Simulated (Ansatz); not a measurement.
## BaS in the antiNiAs structure

Level of theory: DFT, PBE, scalar-relativistic, no spin polarisation; plane waves to 420 eV with PAW datasets (Ansatz 0.2.0), 8×8×6 k-mesh, Gaussian smearing of 0.05 eV. The datasets are Ansatz's generated set soft_2.

```
CELL_PARAMETERS angstrom
4.41238 0.00000 0.00000
-2.20619 3.82124 0.00000
0.00000 0.00000 7.75391
ATOMIC_POSITIONS crystal
Ba 0.33333 0.66667 0.25000
Ba 0.66667 0.33333 0.75000
S 0.00000 0.00000 0.00000
S 0.00000 0.00000 0.50000
```

The start was a prototype's sites filled with these elements. The Crystallography Open Database lists the compound in space group Fm-3m (rock salt), so this is a trial structure.

The run above is the reference. The same cell was run again with other input settings; several of them aren't fit for production, so the rows show the settings' effect and aren't properties of the material.

```tsv
keys changed	outcome	ΔE (meV/atom)	P (GPa)	gap on the mesh (eV)	cell moment (μB)	largest force component (eV/Å)	SCF iterations	rough core-seconds	new warnings
none (reference)	converged	0.0	0.0	1.98	–	0.000	–	–	–
hamiltonian.xc: "pbe" → "r2scan"	converged	–	0.0	2.28	–	0.000	6	14	cutoff below recommended
hamiltonian.dispersion: "d3bjatm"; crystal.symmetry: {"detect": false}	converged	–	-1.3	1.98	–	0.000	6	40	–
scf.occupations.width: 0.05 → null; scf.occupations.method: "gaussian" → "tetrahedron"	converged	0.0	0.0	1.98	–	0.000	5	6	band table not solved further; tetrahedron derivatives may miss energy slope
scf.eigensolver.kind: "davidson"	converged	0.0	0.0	1.98	–	0.000	7	11	–
```

These changes also left energy (to 0.1 meV/atom), pressure, gap, moment and forces as in the reference: scf.convergence.dr2_threshold: 1e-08 | scf.eigensolver.kind: "davidson"; basis.precision: "f64"; kpoints.mp_grid.grid: [8, 8, 6] → [12, 12, 9] | scf.occupations.width: 0.05 → null; scf.occupations.method: "gaussian" → "tetrahedron" | crystal.symmetry: {"detect": false}.

ΔE is the energy with the smearing extrapolated to zero. It is left out where the change alters the Hamiltonian or the spin treatment. The varied runs start from atomic densities (corrected by the program's trained start where that serves), with the default search for lower states unless a row changes it.

(1) What happens with these changes: hamiltonian.xc: "pbe" → "r2scan"; crystal.symmetry: {"detect": false}?

Answer:

(1) outcome converged, P (GPa) 0.0, gap on the mesh (eV) 2.28, largest force component (eV/Å) 0.000, SCF iterations 6, rough core-seconds 80, new warnings cutoff below recommended.

Changing scf.eigensolver.kind only steers the path to self-consistency, so the energy stays within 0.5 meV/atom.

The pair part of a dispersion correction pulls inward (a three-body part mostly pushes out), and in metals and ionic crystals with large ions it often overbinds.

Of the reference: Semilocal functionals underestimate band gaps, commonly by a third or more. No spin–orbit coupling, a notable omission for heavy elements.
